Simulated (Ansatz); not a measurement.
# Ti₃Al: vibrational free energy, entropy and heat capacity

Computed with Ansatz, DFT PBE, scalar-relativistic, plane waves, PAW. Plane waves to 420 eV; Γ-centred k mesh 12×12×12; Fermi-Dirac smearing of 0.15 eV. No spin polarisation. Phonons by linear response, acoustic sum rule imposed.

Equilibrium structure at this level:
Space group Pm-3m (No. 221). a = 4.058 Å, b = 4.058 Å, c = 4.058 Å, α = 90.00°, β = 90.00°, γ = 90.00°
```csv
atom,site,symmetry,x,y,z
Ti,3d,4/mm.m,0.0000,0.5000,0.0000
Al,1b,m-3m,0.5000,0.5000,0.5000
```

The structure comes from a generated guess, relaxed at this level; another structure or a mixture of phases may lie lower. In a metal, frequencies and elastic constants depend on the k mesh and the smearing, soft modes and shear constants most. The q mesh is coarse, so values between its points are rough.

Force constants from linear response on a 2×2×2 q mesh, interpolated to a fine mesh.

Phonon density of states, in bins of 5 cm⁻¹:
| bin centre (cm⁻¹) | share of modes (%) |
| --- | --- |
| 2.5 | 0.0 |
| 7.5 | 0.0 |
| 12.5 | 0.0 |
| 17.5 | 0.0 |
| 22.5 | 0.0 |
| 27.5 | 0.0 |
| 32.5 | 0.0 |
| 37.5 | 0.0 |
| 42.5 | 0.0 |
| 47.5 | 0.1 |
| 52.5 | 0.1 |
| 57.5 | 0.1 |
| 62.5 | 0.1 |
| 67.5 | 0.1 |
| 72.5 | 0.2 |
| 77.5 | 0.2 |
| 82.5 | 0.2 |
| 87.5 | 0.3 |
| 92.5 | 0.4 |
| 97.5 | 0.5 |
| 102.5 | 0.6 |
| 107.5 | 0.7 |
| 112.5 | 0.9 |
| 117.5 | 1.2 |
| 122.5 | 2.1 |
| 127.5 | 1.8 |
| 132.5 | 1.4 |
| 137.5 | 1.5 |
| 142.5 | 1.7 |
| 147.5 | 2.1 |
| 152.5 | 2.6 |
| 157.5 | 2.7 |
| 162.5 | 3.1 |
| 167.5 | 3.6 |
| 172.5 | 3.6 |
| 177.5 | 3.5 |
| 182.5 | 3.3 |
| 187.5 | 3.7 |
| 192.5 | 3.6 |
| 197.5 | 3.5 |
| 202.5 | 3.5 |
| 207.5 | 3.1 |
| 212.5 | 2.3 |
| 217.5 | 2.2 |
| 222.5 | 1.9 |
| 227.5 | 1.3 |
| 232.5 | 1.4 |
| 237.5 | 2.8 |
| 242.5 | 6.4 |
| 247.5 | 0.9 |
| 252.5 | 0.0 |
| 257.5 | 0.0 |
| 262.5 | 0.0 |
| 267.5 | 0.0 |
| 272.5 | 0.2 |
| 277.5 | 3.1 |
| 282.5 | 4.7 |
| 287.5 | 4.5 |
| 292.5 | 10.3 |
| 297.5 | 2.2 |

Q: Give the zero-point energy per atom.

A: 38.7 meV.

Q: How large are the vibrational entropy and heat capacity at 300 K?

A: S = 3.27 k_B and C_V = 2.75 k_B per atom, 92 % of the Dulong–Petit value.

Q: Tabulate them against temperature.

A:
```csv
T (K),F_vib (meV/atom),S (k_B/atom),C_V (k_B/atom)
100,36.7,0.78,1.53
200,23.6,2.21,2.48
300,-0.2,3.27,2.75
400,-32.0,4.08,2.85
500,-70.0,4.72,2.91
600,-113.1,5.25,2.93
700,-160.3,5.71,2.95
800,-211.2,6.10,2.96
900,-265.4,6.45,2.97
1000,-322.3,6.76,2.98
```
